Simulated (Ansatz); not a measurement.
**What a change of settings does to a run on Ir**

The geometry is COD entry 9008470, unchecked; take it as a test cell.

First run: DFT, PBE, all-electron LAPW, scalar-relativistic (Ansatz 0.2.0).

Command: `ansatz run input.yaml --threads 1 --pin off --max-ram 2048MiB --backend cpu --events-out ev --progress --plain --runs-dir out` The run took 9.4 s on 1 thread of Intel(R) Xeon(R) 6975P-C (Granite Rapids), with other jobs on the host, peak memory 0.45 GiB.

```yaml
crystal:
  lattice:
    - [0.0, 1.9197, 1.9197]
    - [1.9197, 0.0, 1.9197]
    - [1.9197, 1.9197, 0.0]
  atoms:
    - { symbol: Ir, position: [0.0, 0.0, 0.0] }
kpoints:
  mp_grid: { grid: [15, 15, 15] }
scf:
  occupations: { method: fermi_dirac, width: 0.05 }
hamiltonian:
  xc: pbe
  pseudopotentials: { kind: all_electron, lapw: { basis_error: 0.0005 } }
output:
  forces: true
  stress: true
  eigenvalues: true
basis:
  ecutwfc: 400
```

Result: converged; pressure 8.84 GPa; 6 SCF iterations.

Spin–orbit coupling is left out, though it moves levels of the heavy atoms by tenths of an eV or more.

The input is then changed:

```diff
@@ -9,5 +9,7 @@
   mp_grid: { grid: [15, 15, 15] }
 scf:
-  occupations: { method: fermi_dirac, width: 0.05 }
+  occupations: { method: cold, width: 0.025 }
+  convergence: { dr2_threshold: 1.0e-09 }
+  mixing: { algorithm: msr1, beta: 0.2 }
 hamiltonian:
   xc: pbe
```

What does the second run give?

It converged; energy at zero smearing +0.6 meV/atom from the first run; pressure 8.76 GPa; 7 SCF iterations.

The results part of its log:

```
SCF 1 converged in 7 iterations: F = -485025.975979 eV  dr2 = 4.85e-11
SCF converged after 7 iterations
Stability not checked: this state was not tested for a lower state beside it, because cold or Methfessel-Paxton smearing, or corrected tetrahedra, fill the levels in a way that the test cannot read (fill_not_monotonic; see scf.lower_state_search)
Free energy (F): -485025.975979 eV
Harris-Foulkes:  -485025.975979 eV  (|F-HF|=2.33e-10)
Internal energy: -485025.975865 eV  (E = F + TS)
E sigma→0 (E₀):  -485025.975941 eV
Entropy (-TS):   -0.000114 eV (-0.114 meV/atom)
Fermi energy:    32.075099 eV
--- Per-component energies (eV) ---
  E_band       = -2865.674621
  E_kinetic    = 548827.996112
  E_xc         = -9475.594026
  E_electrostatic = -1024378.377951  (all electrons and nuclei)
  E_smearing   = -0.000114  (= −TS)
  E_closure    = 0.000000  (closes the sum)
  E_atoms      = -485016.743210  (free atoms, spherical and without spin; not in F)
  Σ components = -485025.975979   (vs F -485025.975979, Δ=0.00e0)
  Basis errors (estimates in eV, not in F): energy 2.8e-5 per atom: plane waves 6.8e-6 (5.2e-6 summed), levels above the bands 0.0e0, relativity 2.9e-8, radial functions 2.1e-5, core shells 4.0e-7; eigenvalues (radial functions only) 7.4e-7; not estimated: angular momenta, meshes, grids; target (lapw.basis_error) 5.0e-4; muffin-tin radii Ir 1.357 Å
--- Forces (eV/Å), atoms counted from 1 ---
  atom   1  Ir    -0.00000000    -0.00000000     0.00000000
  max |Σ_I F_I| component: 1.31e-31 eV/Å
--- Stress (GPa, compression-positive) ---
        8.764069       0.000000       0.000000
        0.000000       8.764069       0.000000
        0.000000       0.000000       8.764069
  P = ⅓ Tr σ = 8.7641 GPa (87.641 kbar)
--- Band table (eV; the first three rows and the last of 120) ---
  k-point 0: bands = ["-253.5438", "-253.5438", "-253.5438", "-253.5024", "-253.5024", "-60.8929", "-25.2401", "-25.1997", "-25.1997", "-25.1997", "-25.1842", "-25.1842", "-25.1842", "-17.3697", "-17.3697", "-17.3697", "20.8768", "28.1081", "28.1081", "28.1081", "30.7993", "30.7993", "45.5928", "51.1087", "51.1087"]
  k-point 1: bands = ["-253.5438", "-253.5438", "-253.5438", "-253.5024", "-253.5024", "-60.8901", "-25.2399", "-25.2001", "-25.2001", "-25.1997", "-25.1842", "-25.1840", "-25.1840", "-17.4052", "-17.3746", "-17.3746", "21.0752", "28.0018", "28.1930", "28.1930", "30.7437", "30.7437", "45.9362", "50.2198", "51.4397"]
  k-point 2: bands = ["-253.5438", "-253.5438", "-253.5438", "-253.5024", "-253.5024", "-60.8821", "-25.2392", "-25.2012", "-25.2012", "-25.1996", "-25.1843", "-25.1835", "-25.1835", "-17.5048", "-17.3883", "-17.3883", "21.6393", "27.7500", "28.3990", "28.3990", "30.6446", "30.6446", "46.8321", "48.5664", "52.3942"]
  k-point 119: bands = ["-253.5438", "-253.5438", "-253.5438", "-253.5024", "-253.5024", "-60.8055", "-25.2328", "-25.2084", "-25.2082", "-25.2060", "-25.1811", "-25.1810", "-25.1803", "-17.9107", "-17.8750", "-17.6605", "25.7313", "26.7782", "27.4415", "30.2421", "33.3708", "39.5566", "40.7913", "41.8210", "45.5101"]
```
